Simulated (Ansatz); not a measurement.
# Zone-centre modes in TiAl

Level of theory: DFT PBEsol, scalar-relativistic, plane waves, PAW in Ansatz 0.2.0. The runs took a 420 eV cutoff, a Γ-centred 24×24×14 mesh and Gaussian smearing (0.15 eV). No spin polarisation.

The starting cell (relaxed at this level; it needn't be the usual structure):

```yaml
crystal:
  lattice:
    - [2.84782, 0.00000, 0.00000]
    - [-1.42391, 2.46629, 0.00000]
    - [0.00000, 0.00000, 4.61994]
  atoms:
    - { symbol: Ti, position: [0.00000, 0.00000, 0.00000] }
    - { symbol: Al, position: [0.33333, 0.66667, 0.50000] }
```

Harmonic modes by finite displacements of 0.02 Å, without the LO–TO term.

Problem. At this geometry, is the structure stable against these modes?

Solution. Yes: no mode is imaginary beyond 10 cm⁻¹, and only the three translations lie near zero.

Problem. List the wavenumbers in cm⁻¹.

Solution. 0, 0, 0, 183, 183, 342.

Cost: 1 run of about 1.6 core-minutes, on Intel Xeon 6975P-C (Granite Rapids) (shared hosts).